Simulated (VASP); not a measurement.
# Ag in VASP: notebook

Aim: see how the results for Ag move with the level of theory and the settings. Levels: RPBE+D3(BJ), optB86b-vdW. Tasks: single point.

All numbers are computed with VASP 6.6.1; they aren't measurements. Logs are shortened: lines on timing, memory, paths and dates and some standing lists are left out, and cuts for length are marked.

## Step 1: The structure

The cell holds a molecule in a box, 1 atom: a = 10.500 Å, b = 11.000 Å, c = 11.500 Å, α = 90.00°, β = 90.00°, γ = 90.00°.

## Step 2: Single point, RPBE+D3(BJ), collinear spin, ferromagnetic start

INCAR reads:

```
SYSTEM = Ag
PREC = Accurate
ENCUT = 400
EDIFF = 1E-7
ISMEAR = 0
SIGMA = 0.01
LREAL = .False.
LASPH = .True.
NELM = 60
ALGO = Fast
ISIF = 2
LWAVE = .False.
LCHARG = .False.
ISPIN = 2
MAGMOM = 0.5
LORBIT = 11
NUPDOWN = 1
LMAXMIX = 4
GGA = RP
IVDW = 12
NBANDS = 16
ISYM = 0
```

KPOINTS reads:

```
Automatic mesh
0
Gamma
  1 1 1
  0 0 0
```

POSCAR reads:

```
Ag                                      
1.0
   10.5000000000      0.0000000000      0.0000000000
    0.0000000000     11.0000000000      0.0000000000
    0.0000000000      0.0000000000     11.5000000000
  Ag            
     1
Selective dynamics
Direct
     0.5000000000000000    0.5045454544999970    0.5000000000000000   F   F   F
```

Potentials or basis: VASP PAW PBE potentials, release 64 (Ag).

Command:

```
$ cat potpaw_PBE.64/Ag/POTCAR > POTCAR
$ mpirun -np 4 vasp_gam > vasp.out
```

OUTCAR:

```text
SYSTEM = Ag
   PREC = Accurate
   ENCUT = 400
   EDIFF = 1E-7
   ISMEAR = 0
   LREAL = .False.
   LASPH = .True.
   NELM = 60
   ISIF = 2
   ISPIN = 2
   LORBIT = 11
   NUPDOWN = 1
   GGA = RP
   IVDW = 12
   ISYM = 0
 IVDW          = 12

 ion  position               nearest neighbor table
   1  0.500  0.505  0.500-

IMPORTANT INFORMATION: All symmetrisations will be switched off!
NOSYMM: (Re-)initialisation of all symmetry stuff for point group C_1.

----------------------------------------------------------------------------------------

                                     Primitive cell

  volume of cell :    1328.2500

  direct lattice vectors                    reciprocal lattice vectors
    10.500000000  0.000000000  0.000000000     0.095238095  0.000000000  0.000000000
     0.000000000 11.000000000  0.000000000     0.000000000  0.090909091  0.000000000
     0.000000000  0.000000000 11.500000000     0.000000000  0.000000000  0.086956522

  length of vectors
    10.500000000 11.000000000 11.500000000     0.095238095  0.090909091  0.086956522

  position of ions in fractional coordinates (direct lattice)
     0.500000000  0.504545454  0.500000000

  ion indices of the primitive-cell ions
   primitive index   ion index
                 1           1

----------------------------------------------------------------------------------------

 KPOINTS: Automatic mesh

Automatic generation of k-mesh.
 Grid dimensions read from file:
 generate k-points for:    1    1    1

 Generating k-lattice:

  Cartesian coordinates                     Fractional coordinates (reciprocal lattice)
     0.095238095  0.000000000  0.000000000     1.000000000  0.000000000  0.000000000
     0.000000000  0.090909091  0.000000000     0.000000000  1.000000000  0.000000000
     0.000000000  0.000000000  0.086956522     0.000000000  0.000000000  1.000000000

  Length of vectors
     0.095238095  0.090909091  0.086956522

  Shift w.r.t. Gamma in fractional coordinates (k-lattice)
     0.000000000  0.000000000  0.000000000

 Subroutine IBZKPT returns following result:
 ===========================================

 Found      1 irreducible k-points:

 Following reciprocal coordinates:
            Coordinates               Weight
  0.000000  0.000000  0.000000      1.000000
   k-points           NKPTS =      1   k-points in BZ     NKDIM =      1   number of bands    NBANDS=     16
   number of dos      NEDOS =    301   number of ions     NIONS =      1
   total plane-waves  NPLWV = 403200
   dimension x,y,z NGX =    70 NGY =   72 NGZ =   80
   dimension x,y,z NGXF=   140 NGYF=  144 NGZF=  160
   ions per type =               1
   NGX,Y,Z   is equivalent  to a cutoff of  11.08, 10.88, 11.56 a.u.
   NGXF,Y,Z  is equivalent  to a cutoff of  22.17, 21.76, 23.13 a.u.
 SYSTEM =  Ag
   PREC   = accura    normal or accurate (medium, high low for compatibility)
   ISTART =      0    job   : 0-new  1-cont  2-samecut
   ICHARG =      2    charge: 1-file 2-atom 10-const
   ISPIN  =      2    spin polarized calculation?
   LNONCOLLINEAR =      F non collinear calculations
   LSORBIT =      F    spin-orbit coupling
   LASPH  =      T    aspherical Exc in radial PAW
   ENCUT  =  400.0 eV  29.40 Ry    5.42 a.u.  17.12 17.94 18.75*2*pi/ulx,y,z
   NELM   =     60;   NELMIN=  2; NELMDL= -5     # of ELM steps
   EDIFF  = 0.1E-06   stopping-criterion for ELM
   LREAL  =      F    real-space projection
   EDIFFG = 0.1E-05   stopping-criterion for IOM
   NSW    =      0    number of steps for IOM
   IBRION =     -1    ionic relax: 0-MD 1-quasi-New 2-CG
   NFREE  =      0    steps in history (QN), initial steepest desc. (CG)
   ISIF   =      2    stress and relaxation
   ISYM   =      0    0-nonsym 1-usesym 2-fastsym
   POTIM  = 0.5000    time-step for ionic-motion
   TEBEG  =    0.0;   TEEND  =   0.0 temperature during run
   PSTRESS=    0.0 pullay stress
   NELECT =      11.0000    total number of electrons
   NUPDOWN=       1.0000    fix difference up-down
   EMIN   =  10.00;   EMAX   =-10.00  energy-range for DOS
   EFERMI =   0.00;   METHOD = LEGACY
   ISMEAR =     0;   SIGMA  =   0.01  broadening in eV -4-tet -1-fermi 0-gaus
   EFERMI_NEDOS =   21; number of points for ismear=-14 and -15
   IALGO  =     68    algorithm
   IMIX   =      4    mixing-type and parameters
     AMIX     =   0.40;   BMIX     =  1.00
     AMIX_MAG =   1.60;   BMIX_MAG =  1.00
  volume/ion in A,a.u.               =    1328.25      8963.47
  Fermi-wavevector in a.u.,A,eV,Ry     =   0.331217  0.625909  1.492622  0.109705
  Thomas-Fermi vector in A             =   1.227185
   LORBIT       =     11    0 simple, 1 ext, 2 COOP (PROOUT), +10 PAW based schemes
   GGA     = RP    functional components
   LHFCALC =     F    Hartree Fock is set to
   AEXX    =    0.0000 exact exchange contribution
   IVDW    =    12    specifies the selected vdW correction
   LEPSILON=     F    determine dielectric tensor
   LRPA    =     F    only Hartree local field effects (RPA)
 spin polarized calculation
 RMM-DIIS sequential band-by-band and
 Gauss-broadening in eV      SIGMA  =   0.01
  energy-cutoff  :      400.00
  volume of cell :     1328.25
 maximum number of plane-waves:     12033
 NGX is ok and might be reduce to    70
   NGX = 35   NGY = 35   NGZ = 37

 number of electron      10.9999998 magnetization       1.0000015

 Free energy of the ion-electron system (eV)
  ---------------------------------------------------
  ext. energy  EPLUGINS =         0.00000000
  ---------------------------------------------------
  free energy    TOTEN  =        -0.19236561 eV

  energy without entropy =       -0.19236561  energy(sigma->0) =       -0.19236561

 E-fermi :  -7.0112     XC(G=0):  -0.7095

 val. band max:       -4.4649147472   @ k =   0.0000   0.0000   0.0000
 cond. band min:      -3.7349892942   @ k =   0.0000   0.0000   0.0000
 fundamental gap:      0.7299254530
 Fermi energy:        -4.3908001409

 spin component 1

 k-point     1 :       0.0000    0.0000    0.0000
  band No.  band energies     occupation
      1      -7.2707      1.00000
      2      -7.2707      1.00000
      3      -7.2707      1.00000
      4      -7.2707      1.00000
      5      -7.2707      1.00000
      6      -4.4649      1.00000
      7      -0.7646      0.00000
      8      -0.7462      0.00000
      9      -0.7218      0.00000
     10      -0.2686      0.00000
     11       0.6565      0.00000
     12       1.2290      0.00000
     13       1.3173      0.00000
     14       1.3495      0.00000
     15       1.4196      0.00000
     16       2.0256      0.00000
 Fermi energy:        -7.0112082034

 spin component 2

 k-point     1 :       0.0000    0.0000    0.0000
  band No.  band energies     occupation
      1      -7.0613      1.00000
      2      -7.0613      1.00000
      3      -7.0613      1.00000
      4      -7.0613      1.00000
      5      -7.0613      1.00000
      6      -3.7350      0.00000
      7      -0.1112      0.00000
      8      -0.0919      0.00000
      9      -0.0677      0.00000
     10       0.2051      0.00000
     11       1.1606      0.00000
     12       1.2613      0.00000
     13       1.6166      0.00000
     14       1.6925      0.00000
     15       1.7291      0.00000
     16       1.7925      0.00000

------------------------ aborting loop because EDIFF is reached ----------------------------------------

 Edisp (eV)   -0.00070

 E8    (eV) :    -0.0001

  FORCE on cell =-STRESS in cart. coord.  units (eV):
  Direction    XX          YY          ZZ          XY          YZ          ZX
  --------------------------------------------------------------------------------------
  -------------------------------------------------------------------------------------
  Total      -0.07233    -0.06803    -0.06468    -0.00000     0.00000     0.00000
  in kB      -0.08724    -0.08206    -0.07801    -0.00000     0.00000     0.00000
  external pressure =       -0.08 kB  Pullay stress =        0.00 kB

 VOLUME and BASIS-vectors are now :
 -----------------------------------------------------------------------------
  energy-cutoff  :      400.00
  volume of cell :     1328.25
      direct lattice vectors                 reciprocal lattice vectors
    10.500000000  0.000000000  0.000000000     0.095238095  0.000000000  0.000000000
     0.000000000 11.000000000  0.000000000     0.000000000  0.090909091  0.000000000
     0.000000000  0.000000000 11.500000000     0.000000000  0.000000000  0.086956522

 POSITION                                       TOTAL-FORCE (eV/Angst)
 -----------------------------------------------------------------------------------
      5.25000      5.55000      5.75000        -0.000000     -0.000627     -0.000001
 -----------------------------------------------------------------------------------
    total drift:                               -0.000000     -0.000627     -0.000001

  FREE ENERGIE OF THE ION-ELECTRON SYSTEM (eV)
  ---------------------------------------------------
  free  energy   TOTEN  =        -0.1930627320 eV

  energy  without entropy=       -0.1930627320  energy(sigma->0) =       -0.19306273

 total charge

# of ion       s       p       d       tot
------------------------------------------
    1        0.367   0.000   9.342   9.710

 magnetization (x)

# of ion       s       p       d       tot
------------------------------------------
    1        0.367   0.000  -0.022   0.346
```

Wall time 41 s (4 MPI ranks of Intel Xeon 6975P-C (Granite Rapids), shared host); peak memory 0.41 GiB.

What came out:

```yaml
Free_energy: -0.1931 eV
Net_moment: 1.00 μB per cell
Site_moments: Ag +0.35 μB
Valence_electrons_inside_the_program's_atomic_spheres: Ag 9.71
Dispersion_energy_per_atom: -0.001 eV
```

Caveat: the PAW data sets were made with another functional, which shifts forces and pressure a little; the total moment is fixed, so each spin has its own Fermi level.

## Step 3: Single point, optB86b-vdW, collinear spin, ferromagnetic start

INCAR, as its differences from that of step 2:

```diff
@@ -18,4 +18,7 @@
 LMAXMIX = 4
-GGA = RP
-IVDW = 12
+GGA = MK
+LUSE_VDW = .True.
+AGGAC = 0.0
+PARAM1 = 0.1234
+PARAM2 = 1.0
 NBANDS = 16
```

KPOINTS is that of step 2.

POSCAR is that of step 2.

Potentials or basis: VASP PAW PBE potentials, release 64 (Ag).

Command:

```
$ cat potpaw_PBE.64/Ag/POTCAR > POTCAR
$ mpirun -np 4 vasp_gam > vasp.out
```

OUTCAR:

```text
SYSTEM = Ag
   PREC = Accurate
   ENCUT = 400
   EDIFF = 1E-7
   ISMEAR = 0
   LREAL = .False.
   LASPH = .True.
   NELM = 60
   ISIF = 2
   ISPIN = 2
   LORBIT = 11
   NUPDOWN = 1
   GGA = MK
   ISYM = 0

 ion  position               nearest neighbor table
   1  0.500  0.505  0.500-

IMPORTANT INFORMATION: All symmetrisations will be switched off!
NOSYMM: (Re-)initialisation of all symmetry stuff for point group C_1.

----------------------------------------------------------------------------------------

                                     Primitive cell

  volume of cell :    1328.2500

  direct lattice vectors                    reciprocal lattice vectors
    10.500000000  0.000000000  0.000000000     0.095238095  0.000000000  0.000000000
     0.000000000 11.000000000  0.000000000     0.000000000  0.090909091  0.000000000
     0.000000000  0.000000000 11.500000000     0.000000000  0.000000000  0.086956522

  length of vectors
    10.500000000 11.000000000 11.500000000     0.095238095  0.090909091  0.086956522

  position of ions in fractional coordinates (direct lattice)
     0.500000000  0.504545454  0.500000000

  ion indices of the primitive-cell ions
   primitive index   ion index
                 1           1

----------------------------------------------------------------------------------------

 KPOINTS: Automatic mesh

Automatic generation of k-mesh.
 Grid dimensions read from file:
 generate k-points for:    1    1    1

 Generating k-lattice:

  Cartesian coordinates                     Fractional coordinates (reciprocal lattice)
     0.095238095  0.000000000  0.000000000     1.000000000  0.000000000  0.000000000
     0.000000000  0.090909091  0.000000000     0.000000000  1.000000000  0.000000000
     0.000000000  0.000000000  0.086956522     0.000000000  0.000000000  1.000000000

  Length of vectors
     0.095238095  0.090909091  0.086956522

[... 61 lines left out ...]
   LRPA    =     F    only Hartree local field effects (RPA)
 spin polarized calculation
 RMM-DIIS sequential band-by-band and
 Gauss-broadening in eV      SIGMA  =   0.01
  energy-cutoff  :      400.00
  volume of cell :     1328.25
 maximum number of plane-waves:     12033
 NGX is ok and might be reduce to    70
   NGX = 35   NGY = 35   NGZ = 37

 number of electron      10.9999998 magnetization       0.9999946

 Free energy of the ion-electron system (eV)
  ---------------------------------------------------
  ext. energy  EPLUGINS =         0.00000000
  ---------------------------------------------------
  free energy    TOTEN  =         3.17195874 eV

  energy without entropy =        3.17195874  energy(sigma->0) =        3.17195874

 E-fermi :  -7.1453     XC(G=0):  -1.0032

 val. band max:       -4.6083373929   @ k =   0.0000   0.0000   0.0000
 cond. band min:      -4.0056680612   @ k =   0.0000   0.0000   0.0000
 fundamental gap:      0.6026693317
 Fermi energy:        -4.5356934011

 spin component 1

 k-point     1 :       0.0000    0.0000    0.0000
  band No.  band energies     occupation
      1      -7.3866      1.00000
      2      -7.3866      1.00000
      3      -7.3866      1.00000
      4      -7.3866      1.00000
      5      -7.3866      1.00000
      6      -4.6083      1.00000
[... 8 lines left out ...]
     15       1.2955      0.00000
     16       1.2968      0.00000
 Fermi energy:        -7.1453149619

 spin component 2

 k-point     1 :       0.0000    0.0000    0.0000
  band No.  band energies     occupation
      1      -7.2089      1.00000
      2      -7.2089      1.00000
      3      -7.2089      1.00000
      4      -7.2089      1.00000
      5      -7.2089      1.00000
      6      -4.0057      0.00000
[... 8 lines left out ...]
     15       1.3117      0.00000
     16       1.4000      0.00000

------------------------ aborting loop because EDIFF is reached ----------------------------------------

  FORCE on cell =-STRESS in cart. coord.  units (eV):
  Direction    XX          YY          ZZ          XY          YZ          ZX
  --------------------------------------------------------------------------------------
  -------------------------------------------------------------------------------------
  Total       -0.0603578     -0.0568535     -0.0538588      0.0000001      0.0000000      0.0000002
  in kB       -0.0728055     -0.0685785     -0.0649663      0.0000001      0.0000000      0.0000003
  external PRESSURE =      -0.0687834 kB  Pullay stress =       0.0000000 kB

 VOLUME and BASIS-vectors are now :
 -----------------------------------------------------------------------------
  energy-cutoff  :      400.00
  volume of cell :     1328.25
      direct lattice vectors                 reciprocal lattice vectors
    10.500000000  0.000000000  0.000000000     0.095238095  0.000000000  0.000000000
     0.000000000 11.000000000  0.000000000     0.000000000  0.090909091  0.000000000
     0.000000000  0.000000000 11.500000000     0.000000000  0.000000000  0.086956522

 POSITION                                       TOTAL-FORCE (eV/Angst)
 -----------------------------------------------------------------------------------
      5.25000      5.55000      5.75000        -0.000000      0.000366     -0.000001
 -----------------------------------------------------------------------------------
    total drift:                               -0.000000      0.000366     -0.000001

  FREE ENERGIE OF THE ION-ELECTRON SYSTEM (eV)
  ---------------------------------------------------
  free  energy   TOTEN  =         3.1719587386 eV

  energy  without entropy=        3.1719587386  energy(sigma->0) =        3.17195874

Total vdW correction in eV:      3.3544901

 total charge

# of ion       s       p       d       tot
------------------------------------------
    1        0.366   0.000   9.337   9.703

 magnetization (x)

# of ion       s       p       d       tot
------------------------------------------
    1        0.366   0.000  -0.020   0.345
```

Run time: 3.6 min. Hardware: 4 MPI ranks of Intel Xeon 6975P-C (Granite Rapids), shared host; peak memory 0.86 GiB.

Results:

```
Free energy                                           : 3.1720 eV
Net moment                                            : 1.00 μB per cell
Site moments                                          : Ag +0.34 μB
Valence electrons inside the program's atomic spheres : Ag 9.70
```

Caveat: the PAW data sets were made with another functional, which shifts forces and pressure a little; the total moment is fixed, so each spin has its own Fermi level.
